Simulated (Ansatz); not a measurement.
## Vibrational response of Si

The calculation used Ansatz 0.2.0, DFT PBE, scalar-relativistic, plane waves, PAW. Settings: 420 eV plane-wave cutoff, Γ-centred 12×12×1 mesh, fixed occupations. No spin polarisation. Phonons by linear response, acoustic sum rule imposed.

Relaxed structure:
```xyz
16
Lattice="3.8636 0.0000 0.0000 -1.9318 3.3460 0.0000 0.0000 0.0000 25.3034" Properties=species:S:1:pos:R:3 pbc="T T T"
Si    0.0000    2.2307    5.1329
Si    1.9318    1.1153   17.7845
Si    0.0000    2.2307   14.6259
Si    1.9318    1.1153    1.9742
Si    0.0000    0.0000   24.1194
Si    0.0000    0.0000   11.4678
Si    0.0000    2.2307   20.9633
Si    1.9318    1.1153    8.3116
Si    0.0000    2.2307   23.3292
Si    1.9318    1.1153   10.6775
Si    0.0000    0.0000    1.1839
Si    0.0000    0.0000   13.8356
Si    0.0000    2.2307    7.5188
Si    1.9318    1.1153   20.1705
Si    0.0000    2.2307   16.9917
Si    1.9318    1.1153    4.3401
```

The structure comes from a generated guess, relaxed at this level; another structure or a mixture of phases may lie lower.

Question: Is this structure stable against zone-centre distortions?

Answer: Yes, at Γ: no optical mode is imaginary. Strains and other wave vectors aren't tested by this run.

Question: List the optical modes at Γ without the LO field (i marks imaginary ones).

Answer:
| frequency (cm⁻¹) | degeneracy | IR intensity of the level ((D/Å)²/amu) |
| --- | --- | --- |
| 57 | 2 | 0.00 |
| 60 | 2 | 0.00 |
| 91 | 2 | 0.00 |
| 95 | 2 | 0.00 |
| 105 | 2 | 0.00 |
| 108 | 2 | 0.00 |
| 109 | 2 | 0.00 |
| 118 | 1 | 0.00 |
| 119 | 1 | 0.00 |
| 226 | 1 | 0.01 |
| 228 | 1 | 0.00 |
| 313 | 1 | 0.00 |
| 316 | 1 | 0.00 |
| 369 | 1 | 0.00 |
| 400 | 1 | 0.00 |
| 436 | 1 | 0.00 |
| 439 | 1 | 0.00 |
| 470 | 1 | 0.00 |
| 475 | 1 | 0.05 |
| 478 | 2 | 0.01 |
| 479 | 2 | 0.00 |
| 480 | 2 | 0.00 |
| 484 | 2 | 0.00 |
| 484 | 2 | 0.00 |
| 492 | 1 | 0.00 |
| 493 | 2 | 0.00 |
| 496 | 2 | 0.00 |
| 496 | 1 | 0.00 |
| 501 | 2 | 0.00 |
| 502 | 1 | 0.00 |
